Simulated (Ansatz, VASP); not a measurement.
**RbBr: VASP beside Ansatz**

File INCAR:

```
ALGO = Normal ; EDIFF = 1E-8
ENCUT = 520 ; GGA = PE
ISIF = 2 ; ISMEAR = -1
LASPH = True ; LCHARG = False
LEFG = True ; LREAL = False
LWAVE = False ; NBANDS = 15
NELM = 100 ; PREC = Accurate
SIGMA = 0.05
```

KPOINTS

```
k-points
0
Gamma
  9 9 9
```

Contents of POSCAR:

```
RbBr
1.0
    0.0000000000      3.5651165013      3.5651165013
    3.5651165013      0.0000000000      3.5651165013
    3.5651165013      3.5651165013      0.0000000000
Rb Br
1 1
Direct
    0.0000000000      0.0000000000      0.0000000000
    0.5000000000      0.5000000000      0.5000000000
```

Input for Ansatz:

```yaml
crystal:
  lattice:
    - [0.0, 3.5651165013, 3.5651165013]
    - [3.5651165013, 0.0, 3.5651165013]
    - [3.5651165013, 3.5651165013, 0.0]
  atoms:
    - { symbol: Rb, position: [0.0, 0.0, 0.0] }
    - { symbol: Br, position: [0.5, 0.5, 0.5] }
kpoints:
  mp_grid: { grid: [9, 9, 9] }
scf:
  occupations: { method: fermi_dirac, width: 0.05 }
hamiltonian:
  xc: pbe
  pseudopotentials: { kind: all_electron, datasets: crystal }
output:
  forces: true
  stress: true
  eigenvalues: true
  efg: { contact_densities: true }
```

Change from the starting cell: volume scaled by 1.05, crystal datasets.

Alike in both runs: task electric field gradients; functional PBE; k mesh 9 × 9 × 9; occupations fermi-dirac, width 0.05 eV; no spin polarisation.

|  | VASP | Ansatz |
| --- | --- | --- |
| version | VASP 6.6.1 | Ansatz 0.2.0 |
| potentials or method | VASP PAW PBE potentials, release 64 (Rb_sv, Br) | all-electron PAW with datasets made for the crystal, scalar-relativistic |
| plane-wave cutoff (eV) | 520 | see its input |

```csv
,VASP,Ansatz,Ansatz less VASP
gap on the k mesh at the Fermi level (eV),4.08,4.08,+0.001
pressure (GPa),-0.5,-0.5,-0.02
Vzz of the field gradient on the site that differs most (V/Å²),0.0,0.0,0.00
```

Ansatz ran all-electron here, so the differences hold the error of VASP's frozen core and of both bases. Ansatz warned: «gradients_without_spin_orbit».

Caveats: an odd mesh through Γ misses points on the zone boundary, where band edges often lie.
